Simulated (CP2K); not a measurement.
Hf:

```
CELL_PARAMETERS angstrom
3.12635 0.00000 0.00000
-1.04212 2.94755 0.00000
-1.04212 -1.47378 2.55266
ATOMIC_POSITIONS crystal
Hf 0.00000 0.00000 0.00000
```

This isn't the form of Hf at room conditions, which is hcp.

Base run:

| Quantity | Value |
| --- | --- |
| Program | CP2K 2026.2 |
| Functional | PBE |
| Dispersion | D3(BJ)+ATM |
| Potentials or basis | POTENTIAL_UZH Hf GTH-PBE-q12; TZVP-MOLOPT-PBE-GTH basis |
| Density cutoff | 6123 eV |
| k mesh | 10 × 10 × 10 |
| Occupations | fermi-dirac, width 0.05 eV |
| Spin | no spin polarisation |

Its results: band gap on the k mesh none (metal or under the smearing width); pressure -7.3 GPa.

Task: After a change of settings the same cell gave: band gap on the k mesh none (metal or under the smearing width); pressure -5.9 GPa. Which change was it?
A. dispersion from D3(BJ)+ATM to none
B. dispersion from D3(BJ)+ATM to D3(BJ)
C. dispersion from D3(BJ)+ATM to D3
D. dispersion from D3(BJ)+ATM to D4

Result: D.

Caveats: the basis of atomic orbitals isn't converged, which shifts pressures, moduli and gaps; pairwise dispersion overbinds metals, which lowers pressure and volume.
